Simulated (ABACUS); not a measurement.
Fe:

```xyz
1
Lattice="-1.4430 1.4430 1.4430 1.4430 -1.4430 1.4430 1.4430 1.4430 -1.4430" Properties=species:S:1:pos:R:3 pbc="T T T"
Fe    0.0000    0.0000    0.0000
```

Base run:

```yaml
Program: ABACUS 3.10.1
Functional: BLYP
Potentials_or_basis: Ansatz NC PBE
Cutoff: 1225 eV
Density_cutoff: 4898 eV
Basis: plane waves
k_mesh: 10 × 10 × 10
Occupations: fermi-dirac, width 0.05 eV
Spin: collinear spin, ferromagnetic start
Starting_moments: "[3.0] μB"
```

Its results: band gap on the k mesh none (metal or under the smearing width); pressure -5.5 GPa; net moment 2.16 μB per cell.

Question: The run is repeated on the same cell with these changes: functional from BLYP to SOGGA; potentials or basis from Ansatz NC PBE to GBRV ultrasoft 1.5 PBEsol; cutoff from 1225 eV to 544 eV; density cutoff from 4898 eV to 4354 eV. What comes out?

Answer: Band gap on the k mesh none (metal or under the smearing width); pressure -19.9 GPa; net moment 2.29 μB per cell.

Caveats: the potentials were made for another functional, which shifts forces and pressure; so large a pressure means that the cell lies far from this level's equilibrium, or that cutoff or potentials fall short (some runs).
